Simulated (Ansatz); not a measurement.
Run this with Ansatz 0.2.0, Python API and show what comes out.

The script reads `POSCAR_sno`:
```text
SnO
1.0
   3.35500500    0.00000000    0.00000000
   0.00000000    5.67410400    0.00000000
   0.00000000    0.00000000    4.22197000
Sn O
2 2
Direct
   0.00000000    0.23190900    0.51314400
   0.50000000    0.76809100    0.01314400
   0.00000000    0.89125000    0.73685700
   0.50000000    0.10875000    0.23685700
```

Script `sno.py`:
```python
"""What spin-orbit coupling does to the bands of SnO."""

import logging
import sys
import warnings

import ansatz as az
from ase.io import read

logging.basicConfig(stream=sys.stdout, format="%(levelname)s:%(name)s:%(message)s")
log = logging.getLogger("run")
log.setLevel(logging.INFO)

ECUT = 420
MESH = (5, 3, 4)
TOLERANCE = 1e-07


def main() -> None:
    warnings.simplefilter("ignore", az.DeckWarning)

    atoms = read("POSCAR_sno", format="vasp")
    cell = az.Crystal.from_ase(atoms)

    model = (
        cell.calculation()
        .basis(ECUT)
        .occupations(az.OccupationsMethod.FIXED)
        .functional(az.Functional.PBESOL)
        .kpoints(mesh=MESH)
        .scf(tolerance=TOLERANCE)
        .band_table()
    )
    for label, variant in (("scalar-relativistic", model), ("spin-orbit", model.spin(soc=True))):
        summary = variant.run(threads=1, pin="off").report
        zero = summary["band_edges_ev"][0] if summary.get("band_edges_ev") else summary["fermi_energy_ev"]
        near = [round(e - zero, 3) for e in summary["eigenvalues_ev"][0] if abs(e - zero) < 2]
        print(label)
        print("  band edges (eV):", [round(e, 3) for e in summary.get("band_edges_ev") or []] or "none reported")
        print("  levels at k =", summary["kpoints_frac"][0], "within 2 eV of the zero:", near)


if __name__ == "__main__":
    main()
```

```console
$ python sno.py
scalar-relativistic
  band edges (eV): [7.152, 8.704]
  levels at k = [0.0, 0.0, 0.0] within 2 eV of the zero: [0.0]
spin-orbit
  band edges (eV): [7.145, 8.627]
  levels at k = [0.0, 0.0, 0.0] within 2 eV of the zero: [-0.0, 0.0]
```

The computed bands are complete only to about 4.3 eV above the Fermi level. The structure comes from a database of computed cells and needn't be a stable or known phase. Gaps and levels are Kohn-Sham values on a finite set of k-points. With spin-orbit coupling each level holds one electron and, with inversion or at time-reversal points, comes in pairs; a window in energy can cut a split set. Run time: 19 s on 1 thread of Arm Neoverse V2, with other jobs on the host, peak memory 0.64 GiB.
